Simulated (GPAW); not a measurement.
Crystal: Pb.

```xyz
1
Lattice="0.0193 2.4629 2.4528 2.5029 -0.0067 2.4789 2.4813 2.4674 0.0148" Properties=species:S:1:pos:R:3 pbc="T T T"
Pb    0.0000    0.0000    0.0000
```

The cell isn't the ideal one: cell sheared at random, sigma 0.01, atoms nudged by 0.01 Å.

Base run:

* Program: GPAW 26.7.0
* Functional: PBE
* Potentials or basis: GPAW PAW data sets (gpaw-data 1.2.1)
* Cutoff: 600 eV
* Basis: pw
* k mesh: 9 × 9 × 9
* Occupations: fermi-dirac, width 0.05 eV
* Spin: no spin polarisation

Its results: band gap on the k mesh none (metal or under the smearing width); pressure 2.4 GPa.

Question: The run is repeated on the same cell with these changes: dispersion from none to D3(BJ). What comes out?

Answer: Band gap on the k mesh none (metal or under the smearing width); pressure 0.1 GPa.

Dispersion adds attraction, which lowers the pressure at fixed volume and, as a term added to the energy, leaves the levels alone.

Caveats: pairwise dispersion overbinds metals, which lowers pressure and volume (some runs).
